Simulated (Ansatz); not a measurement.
**PtSe2 (Sudovikovite) under changes of volume**

One of the cells (20.265 Å³/atom); the others are scaled copies at fixed shape and fractional positions:

```
Pt Se
1.0
     3.72400    0.00000    0.00000
    -1.86200    3.22508    0.00000
     0.00000    0.00000    5.06200
Pt Se
1 2
Direct
  0.00000 0.00000 0.00000
  0.66667 0.33333 0.75000
  0.33333 0.66667 0.25000
```

| Item | Value |
| --- | --- |
| Program | Ansatz 0.2.0 |
| Functional | PBE |
| Potentials or basis | Ansatz PAW |
| Cutoff | 420 eV (not typed: the program's choice for these potentials) |
| k mesh | 8 × 8 × 5 |
| Occupations | fermi-dirac, width 0.05 eV |
| Spin | no spin polarisation |

```csv
volume (Å³/atom),energy over the lowest point (meV/atom),pressure (GPa),largest force (eV/Å)
19.049,?,?,?
19.455,78.60,13.8,1.153
19.860,48.02,10.4,0.860
20.265,25.70,7.3,0.592
20.671,10.76,4.5,0.346
21.076,2.43,2.1,0.120
21.481,0.00,-0.1,0.088
```

What does the run at 19.049 Å³/atom give?

Energy over the lowest point 118.42 meV/atom; pressure 17.7 GPa; largest force 1.472 eV/Å.

Worked out: A Birch-Murnaghan fit of order 3 (a polynomial in V^(-2/3)) to the other rows has its minimum at 21.46 Å³/atom with B0 = V·E''(V) = 111 GPa and B' = 5.0 at fixed shape and positions, which overstates the stiffness. It gives 118.58 meV/atom at 19.049 Å³/atom, against the run's 118.42, and -dE/dV = 17.8 GPa, against 17.7.

Energies are extrapolated to zero smearing.

Caveats: forces of over 1 eV/Å show positions far from the minimum, so gaps and moduli don't describe the material at rest (some runs).
